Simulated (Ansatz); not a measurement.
Starting cell, AlSb (zinc blende):

```yaml
crystal:
  lattice:
    - [0.00000, 3.11275, 3.11275]
    - [3.11275, 0.00000, 3.11275]
    - [3.11275, 3.11275, 0.00000]
  atoms:
    - { symbol: Sb, position: [0.75000, 0.75000, 0.75000] }
    - { symbol: Al, position: [0.00000, 0.00000, 0.00000] }
```

Scan: atom 2 (Al, nearest neighbour Sb at 2.696 Å; its periodic images, 4.4 Å or more away, move with it) is displaced along Cartesian x, direction (1.000, 0.000, 0.000) in Cartesian axes, by s. The other atoms stay.

Method: PBE (plane waves to 420 eV, PAW, scalar-relativistic; Ansatz, an electronic-structure program). k mesh 10×10×10 (Γ-centred), Fermi-Dirac smearing 0.05 eV. As the smearing reaches across the gap at some points, energies and forces of such displacements shift with the k mesh and the smearing. F∥ is the force on the atom along that direction. AlSb was relaxed with its symmetry unable to fall. Spin-orbit coupling is left out, though Sb is heavy. 

```tsv
s (Å)	F∥ (eV/Å)
-0.540	3.226
-0.432	2.805
-0.324	2.246
-0.216	1.564
-0.108	0.802
0.000	0.000
0.108	-0.802
0.216	-1.564
0.324	-2.246
0.432	-2.805
0.540	-3.226
```

Problem. What is the force constant k = d²E/ds² of this move at s = 0?

Solution. 7.49 eV/Å². The forces along the line at the two nearest points give (0.802 − (-0.802)) / (2·0.108) = 7.43 eV/Å²; the next pair corrects for the finite step.

Problem. With two atoms in the cell this is the zone-centre optical mode. What wavenumber follows?

Solution. 304 cm⁻¹. Reduced mass μ = 22.09 u; ν̃ = 521.5·√(k/μ) with k = 7.49 eV/Å².

(For displaced atoms, the force is minus the slope of the energy, and its curvature is a force constant, which sets phonon frequencies.)
